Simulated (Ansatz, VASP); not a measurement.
# Two plane-wave programs on AlH5

```xyz
6
Lattice="3.4461 0.0000 0.0000 0.0000 3.4461 0.0000 0.0000 0.0000 3.4461" Properties=species:S:1:pos:R:3 pbc="T T T"
Al    0.0000    0.0000    0.0000
H     0.9731    0.9731    0.9731
H     2.4729    2.4729    0.9731
H     2.4729    0.9731    2.4729
H     0.9731    2.4729    2.4729
H     1.7230    1.7230    1.7230
```

Alike in both runs: functional PBE; k mesh 12 × 12 × 12; occupations gaussian, width 0.1 eV; no spin polarisation.

Ansatz relaxed the structure, and its values are those at the end. VASP's run is a single point on that final structure, the one shown.

```csv
,VASP,Ansatz
version,VASP 6.6.1,Ansatz 0.2.0
potentials or method,"VASP PAW PBE potentials, release 64 (Al, H)","scalar-relativistic, plane waves, PAW"
plane-wave cutoff (eV),520,420
valence electrons in the cell,8,8
```

```csv
,VASP,Ansatz,Ansatz less VASP
gap on the k mesh at the Fermi level (eV),none,none,-
pressure (GPa),-0.3,0.0,+0.25
rms of the force components (eV/Å),0.005,0.001,-0.0041
```

A gap of «none» marks a metal or a gap that the smearing closes. With one functional, cell and mesh, what is left measures potentials, basis and numerics.
